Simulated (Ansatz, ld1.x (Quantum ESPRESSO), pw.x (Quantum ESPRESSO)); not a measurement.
# Equation-of-state test of one TM potential (mercury)

ld1.x (Quantum ESPRESSO) 7.5 input, shortened:

```
&input
   title='Hg', zed=80., rel=1, dft='PBE', iswitch=3,
   config='[Xe] 4f14 5d10 6s2 6p0'
 /
 &inputp
   pseudotype=2, tm=.true., lloc=0,
   nlcc=.false.
 /
3
6P  2  1   0.00   0.00  2.40  2.40  0.0
5D  3  2  10.00   0.00  1.55  1.55  0.0
6S  1  0   2.00   0.00  2.30  2.30  0.0
 &test
   configts(1)='5d10 6s2 6p0'
 /
```

Crystal test: fcc Hg in pw.x 7.5, no spin, 11³ k-points, Fermi–Dirac smearing 0.01 Ry, cutoffs 100/400 Ry. The reference is all-electron LAPW (Ansatz 0.2.0) with the same functional, mesh and smearing; V0 and B0 come from Birch–Murnaghan fits to the pressures at five volumes. Errors are pseudo minus all-electron; Δ is the rms difference of the E(V) curves that follow from these fits, minima aligned, over ±6 % about the mean V0. Mesh and smearing are coarse, so the numbers serve the comparison and aren't converged zero-temperature values; the lattice is a test structure that the element need not adopt.

All-electron: a0 = 4.988 Å (V0 = 31.03 Å³/atom), B0 = 3.7 GPa.

Problem. How far does the potential miss the all-electron equation of state?

Solution. mean pressure error (GPa): +0.15; a0 (Å): 5.041; a0 error (%): +1.06; B0 error (%): +15.1; Δ (meV/atom): 0.9. This is a poor potential for the solid.

```json
{"V (Å³/atom)": "29.353", "P all-electron (GPa)": "0.22", "P pseudo (GPa)": "0.41"}
{"V (Å³/atom)": "30.126", "P all-electron (GPa)": "0.11", "P pseudo (GPa)": "0.27"}
{"V (Å³/atom)": "30.898", "P all-electron (GPa)": "0.02", "P pseudo (GPa)": "0.16"}
{"V (Å³/atom)": "31.670", "P all-electron (GPa)": "-0.07", "P pseudo (GPa)": "0.05"}
{"V (Å³/atom)": "32.443", "P all-electron (GPa)": "-0.16", "P pseudo (GPa)": "-0.06"}
```

Problem. At the middle volume, how do free energy and pressure move when the wave cutoff is lowered (ecutrho kept at four times it)?

Solution.

```tsv
cutoff (Ry)	shift of F (meV/atom)	shift of P (GPa)
45	+149.6	-6.72
60	+28.0	-0.05
80	+6.4	-0.21
```

Input at the middle volume:

```
&control
  calculation='scf', prefix='x', pseudo_dir='./', outdir='./tmp', tstress=.true., disk_io='low'
/
&system
  ibrav=0, nat=1, ntyp=1, ecutwfc=100, ecutrho=400, nbnd=14,
  occupations='smearing', smearing='fd', degauss=0.01
/
&electrons
  conv_thr=1e-09, mixing_beta=0.4, electron_maxstep=70
/
ATOMIC_SPECIES
Hg 1.0 Hg.UPF
CELL_PARAMETERS angstrom
  0.00000000 2.49057787 2.49057787
  2.49057787 0.00000000 2.49057787
  2.49057787 2.49057787 0.00000000
ATOMIC_POSITIONS crystal
Hg 0.0000 0.0000 0.0000
K_POINTS automatic
11 11 11 0 0 0
```

```bash
pw.x < Hg.scf.in > Hg.scf.out
```

Lines of the output:

```
Message from routine setup:
     using ibrav=0 with symmetry is DISCOURAGED, use correct ibrav instead
     lattice parameter (alat)  =       6.6560  a.u.
     unit-cell volume          =     208.5100 (a.u.)^3
     number of electrons       =        12.00
     number of Kohn-Sham states=           14
     kinetic-energy cutoff     =     100.0000  Ry
     charge density cutoff     =     400.0000  Ry
     scf convergence threshold =      1.0E-09
     Exchange-correlation= PBE
     number of k points=    56  Fermi-Dirac smearing, width (Ry)=  0.0100
     iteration #  1     ecut=   100.00 Ry     beta= 0.40
     total energy              =     -82.59657420 Ry
     estimated scf accuracy    <       0.00303596 Ry
     iteration #  2     ecut=   100.00 Ry     beta= 0.40
     total energy              =     -82.59693652 Ry
     estimated scf accuracy    <       0.00023212 Ry
     iteration #  3     ecut=   100.00 Ry     beta= 0.40
     total energy              =     -82.59697302 Ry
     estimated scf accuracy    <       0.00003874 Ry
     iteration #  4     ecut=   100.00 Ry     beta= 0.40
     total energy              =     -82.59697531 Ry
     estimated scf accuracy    <       0.00000014 Ry
     iteration #  5     ecut=   100.00 Ry     beta= 0.40
     total energy              =     -82.59697536 Ry
     estimated scf accuracy    <       0.00000001 Ry
     iteration #  6     ecut=   100.00 Ry     beta= 0.40
     total energy              =     -82.59697536 Ry
     estimated scf accuracy    <          1.7E-09 Ry
     iteration #  7     ecut=   100.00 Ry     beta= 0.40
     the Fermi energy is     7.4532 ev
!    total energy              =     -82.59697536 Ry
     estimated scf accuracy    <          5.6E-10 Ry
     smearing contrib. (-TS)   =      -0.00077140 Ry
     The total energy is F=E-TS. E is the sum of the following terms:
     one-electron contribution =     -18.50307682 Ry
     hartree contribution      =      17.93241216 Ry
     xc contribution           =     -11.88650534 Ry
     ewald contribution        =     -70.13903395 Ry
     convergence has been achieved in   7 iterations
          total   stress  (Ry/bohr**3)                   (kbar)     P=        1.62
```

The run at the middle volume (56 k-points, 7 iterations) took about 22 s on one core of a shared host (Intel(R) Xeon(R) 6975P-C, 192 threads, 1488 GiB, load 53).
